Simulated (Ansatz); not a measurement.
**Rb: further runs on the relaxed cell**

The task here is to estimate one member of a computed series from the others.

Program: Ansatz 0.2.0. Level of theory: DFT PBEsol, scalar-relativistic, plane waves, PAW. These are calculated values, not measurements.

2 further runs of the same task are left out: 2 set aside as unsound or not needed. Runs told in other sessions of the task aren't counted.

**Starting point**

Symmetry: Cmcm, No. 63, orthorhombic system. The conventional cell has a = 4.695 Å, b = 15.676 Å, c = 4.839 Å, α = 90.00°, β = 90.00°, γ = 90.00°.

Structure file:

```cif
data_structure
_symmetry_space_group_name_H-M 'Cmcm'
_symmetry_Int_Tables_number 63
_cell_length_a 4.6950
_cell_length_b 15.6762
_cell_length_c 4.8387
_cell_angle_alpha 90.000
_cell_angle_beta 90.000
_cell_angle_gamma 90.000
_cell_volume 356.12
loop_
_atom_site_label
_atom_site_type_symbol
_atom_site_symmetry_multiplicity
_atom_site_Wyckoff_symbol
_atom_site_fract_x
_atom_site_fract_y
_atom_site_fract_z
_atom_site_occupancy
Rb1 Rb 4 c 0.50000 0.36861 0.75000 1
```

It is the result of an earlier relaxation at this level (volume 89.03 Å³/atom; gap on the mesh: none (metal)).

Set-up of the first run:

input.yaml

```yaml
crystal:
  lattice:
    - [4.7897922961, 0.0, 0.0]
    - [0.0, 4.6475591255, 0.0]
    - [0.0, 0.0, 15.5178552872]
  atoms:
    - { symbol: Rb, position: [0.2503903452, 0.25, 0.8813886927] }
    - { symbol: Rb, position: [0.2496096548, 0.75, 0.3813886927] }
    - { symbol: Rb, position: [0.7503903452, 0.25, 0.6186113073] }
    - { symbol: Rb, position: [0.7496096548, 0.75, 0.1186113073] }
basis:
  ecutwfc: 420
kpoints:
  mp_grid: { grid: [8, 10, 4] }
hamiltonian:
  xc: pbesol
scf:
  occupations: { method: gaussian, width: 0.1 }
output:
  forces: true
  stress: true
  eigenvalues: true
relax:
  adjacent_minimum: "off"
  f_tol: 0.01
  max_steps: 30
  cell: { stress_tol: 0.1, fix: [volume] }
```

On the command line:

```sh
$ ansatz run input.yaml --threads 1 --pin off --max-ram 2560MiB --backend cpu --events-out ev --progress --plain --runs-dir out
```

Steps of the session up to this table: The cell scaled to 0.97 of its volume; Point at V/V0 = 1.03; The cell scaled to 0.94 of its volume; Point at V/V0 = 1.06; Volume × 0.91; Point at V/V0 = 1.10; The cell scaled to 0.88 of its volume.

One of the session's tables, all rows but one given; the rest of the session is left out.

It belongs to the step «Energy against volume». 

```
volume (Å³/atom)  energy above the lowest point (meV/atom)  pressure (GPa)
          78.347                                      13.0            0.43
          81.018                                       6.9            0.30
          83.689                                         ?               ?
          86.360                                       0.7            0.09
          89.031                                       0.0            0.00
          91.702                                       0.7           -0.08
          94.373                                       2.5           -0.14
          97.934                                       6.4           -0.21
```

**Question.** Estimate the row for volume (Å³/atom) = 83.689.

Worked estimate for «energy above the lowest point (meV/atom)». A straight line through the neighbours (81.018, 6.9) and (86.360, 0.7) gives 6.9 + (0.7 − 6.9) × (83.689 − 81.018) / (86.360 − 81.018) = 3.8; a parabola fitted to 4 rows on both sides gives 2.9.

**Answer.** energy above the lowest point (meV/atom): 3.0; pressure (GPa): 0.19. In «energy above the lowest point (meV/atom)» the line misses by +0.8 and the parabola by -0.1.

Caveats from the session: Warnings in the runs' records: structure snapped to symmetry.
